Squeeze a crystal of tin telluride and it pushes back; stretch it and it pulls. The table follows this response through seven volumes of the rocksalt structure, and for two of them, 31.28 and 31.91 Å³ per atom, the response is left open. What pressure does the crystal exert there, and how much energy has been stored in it? The second question has a twist: it can be answered from the known pressures, without using a single known energy.

ABACUS 3.10.1 calculations for rocksalt SnTe at fixed cell shape, with PBE, no dispersion correction or spin-orbit coupling, PseudoDojo NC SR 0.4.1 PBE standard pseudopotentials and a TZDP atomic-orbital basis. The k mesh is 7×7×7, the Fermi-Dirac smearing 0.05 eV and the energy cutoff 1360.57 eV. Energies are counted from the minimum of the fitted curve.

```
volume (Å³/atom)  energy (meV/atom)  pressure (GPa)
           29.40              61.27           6.050
           30.03              40.35           4.720
           30.66              24.23           3.520
           31.28                  ?               ?
           31.91                  ?               ?
           32.53               0.90           0.610
           33.16               0.09          -0.180
```

The volume is counted per atom, the energy from the minimum of the curve, and a positive pressure means that the crystal would expand if it were let go. The shape stays cubic throughout, so one length, the contact between Sn and Te, sets all the others. In rocksalt each atom occupies a cube whose edge is that contact, and the contact is therefore the cube root of the volume per atom.

The first three rows are the compressed stretch. Each step to a larger volume relieves the pressure, but the second step relieves less than the first: 1.33 GPa, then 1.20 GPa. The crystal is stiffest where it is squeezed hardest. Real SnTe leaves the rocksalt structure under a pressure of a few GPa, so the most compressed rows may describe a crystal that would rather be something else. Cold SnTe can also distort slightly without any pressure, so the same may hold near the minimum. For the shape of the curve this does no harm, because every row keeps the same structure.

The last two rows lie on either side of the minimum. The pressure changes sign between them, and the same step in volume now relieves only 0.79 GPa. This is the softest part of the table. Only one row lies beyond the minimum, so the curve is held firmly on the compressed side and loosely on the stretched one.

The bulk modulus puts the two stretches on one scale. It is the pressure needed per fractional loss of volume, B = −V dP/dV, and neighbouring rows give it directly: about 63 GPa at the compressed end and about 41 GPa near the minimum. The contact is only some 3 % shorter at the compressed end, yet the modulus is half as large again.

Theory has a standard reason for such a steep rise. At the minimum, the forces that bind the crystal balance the repulsion between electron clouds that overlap. The binding forces change gently with distance. The repulsion comes from the Pauli principle, which forces overlapping electrons into states of higher energy, and it grows very fast as the contact shortens. Each further bit of compression thus meets a steeper wall. The table shows the stiffening itself; that repulsion dominates it is an argument from theory, since the energy isn't split into parts here.

For use, the stiffening is best put as a single number, the rise of the modulus per rise of pressure. Between the two ends of the table it is about 4.2. A volume loss of 1 % raises the pressure by 1 % of the modulus, and so it raises the modulus by about 4 % of itself.

A simple formula has this stiffening built in. Measure the compression by the strain

f = ½ [(V₀/V)^(2/3) − 1]

where V is the volume and V₀ its value at the minimum, and let the energy grow with the square of f, as for a spring:

E = (9/2) V₀ B f²

Here B is the modulus at the minimum. The pressure is the slope of the energy with its sign reversed, P = −dE/dV, which gives

P = (3/2) B [(V₀/V)^(7/3) − (V₀/V)^(5/3)]

This is the second-order Birch-Murnaghan equation. It is a spring in f but not in V, and the change of variable alone makes the modulus rise with a slope of exactly 4 at the minimum.

Two constants remain, V₀ and B, and they were fitted to the pressures of the five known rows. The fit gives a volume of 33.0 Å³ per atom and a modulus of 41.4 GPa. A separate fit to the energy curve, supplied with the calculation, gives similar constants; they were set aside, because that curve includes the two open rows.

In the gap between the two stretches the formula gives 2.47 GPa at 31.28 and 1.49 GPa at 31.91, each with a margin of ±0.05 GPa. The margin is a judgement, not a statistical interval. It allows for a true slope that differs somewhat from 4, and it is about twice the typical error when each known row in turn is predicted from the other four.

The plainest rival is a spring in V: equal steps in volume change the pressure by equal amounts, so the pressure falls along a straight line. Fitted to the same five rows, such a line gives 2.74 and 1.71 GPa. It should be too high, because a curve that flattens towards larger volumes sags below a straight line in the middle of its range. At 31.28 the two pictures differ by five times the margin, so the open rows can tell them apart.

The energies now follow from the same two constants. For 31.28 the strain is f = ½ [(33.0/31.28)^(2/3) − 1] = 0.0182, and so

E = 4.5 × 33.0 × 41.4 × 0.0182² ≈ 2.04 GPa Å³

One GPa Å³ is 6.24 meV, which makes this 12.7 meV per atom. The same steps give 5.0 meV per atom at 31.91. Both carry a margin of ±0.3 meV per atom, again a judgement.

The withheld rows as computed:

```
volume (Å³/atom)  energy (meV/atom)  pressure (GPa)
           31.28              12.75           2.450
           31.91               4.99           1.480
```

Both pressures fall within their margins, and both are slightly lower than forecast, by 0.02 and 0.01 GPa. The straight line misses by 0.29 and 0.23 GPa, more than ten times as much. Stiffening is therefore no fine detail in this range: a constant spring overstates the pressure at the first open row by more than a tenth.

The small misses follow a pattern. The formula runs too high in the middle of the table and too low at both ends, as a curve does when it bends too little. The separate fit to the energy curve lets the slope vary and finds 4.41 instead of 4. It also finds a modulus about 1 GPa lower than the one obtained here, because a fit that is denied some of the stiffening makes up for it with a harder spring from the start. The modulus at the minimum thus depends on the assumed slope by a few per cent, even where the pressures agree well.

Both energies are hit to about 0.03 meV per atom, no more than the computed energies scatter about their own fitted curve, so these misses need no explanation. The margin was about ten times as large as the misses. The formula does worse at the far end of the known rows, where it overstates the energy at 29.40 by 0.4 meV per atom, still less than 1 % of the energy stored there. Part of this miss comes from the volume, which the table rounds down. The printed output below lists the comparison row by row.

That pressures yield energies is no accident of SnTe. Energy is the work done in compression, the area under the pressure curve, and any sound calculation must respect this. How the pressures were obtained isn't stated, but they depart slightly from the slope of the fitted energy curve, so they weren't simply read off it. The agreement shows that the two columns belong to one smooth curve. It can't show that the curve is right, for an error shared by both columns would pass unnoticed.

Such an error may be visible in the first open row. Its volume, 31.28, is that of the cell from which the calculation started, and that cell is close to the measured one, with an edge of roughly 6.3 Å as recalled. The calculation finds it under a pressure of 2.45 GPa and would let it swell by 5.56 %. Heat can't be the reason, since the lattice is static and thermal motion would normally swell it further. The PBE functional is known to make many solids too large, but the home-made atomic orbitals and the missing spin-orbit coupling may contribute as well. How the excess divides is open; a plane-wave run with the same functional and potentials would show the share of the orbitals.

Printed output of the fit:

```
fit of pressure on 5 rows: coefficient of t7 61.44 +/- 0.19, coefficient of t5 -61.63 +/- 0.2; rms 0.0116, worst 30.66 0.0156, leave-one-out rms 0.0214
  rows outside the fit (model, value, miss): 31.28 2.474, 2.45, 0.0237; 31.91 1.494, 1.48, 0.0135
fit of pressure on 5 rows: constant 53.99 +/- 2.1, coefficient of volume -1.639 +/- 0.068; rms 0.171, worst 30.66 0.237, leave-one-out rms 0.307
  rows outside the fit (model, value, miss): 31.28 2.741, 2.45, 0.291; 31.91 1.709, 1.48, 0.229
Modulus between the two most compressed rows [GPa]: 62.73
Modulus between the two largest volumes [GPa]: 41.19
Rise of modulus per rise of pressure between these pairs: 4.167
Equilibrium volume from known pressures [A^3/atom]: 33
Bulk modulus from known pressures [GPa]: 41.41
Sn-Te contact at that volume [A]: 3.208
Model volume less quoted volume [A^3/atom]: -0.01487
Model modulus less quoted modulus [GPa]: 1.111
Largest energy miss on known rows [meV/atom]: 0.3671
Energy shift at 31.28 from half a rounding step of volume [meV/atom]: 0.0772
Forecast margin for pressure, plus or minus [GPa]: 0.05
Forecast margin for energy, plus or minus [meV/atom]: 0.3
Forecast and computed values:
    row  P_model_GPa  P_GPa    P_miss  E_model_meV  E_meV    E_miss
   29.4        6.036   6.05  -0.01376        61.64  61.27    0.3671
  30.03        4.724   4.72  0.004449        40.52  40.35    0.1732
  30.66        3.536   3.52   0.01562        24.32  24.23   0.09147
  31.28        2.474   2.45   0.02368        12.73  12.75  -0.02297
  31.91        1.494   1.48   0.01352        4.958   4.99  -0.03176
  32.53       0.6168   0.61  0.006817       0.9017    0.9   0.00173
  33.16      -0.1933  -0.18  -0.01328      0.09439   0.09  0.004386
```
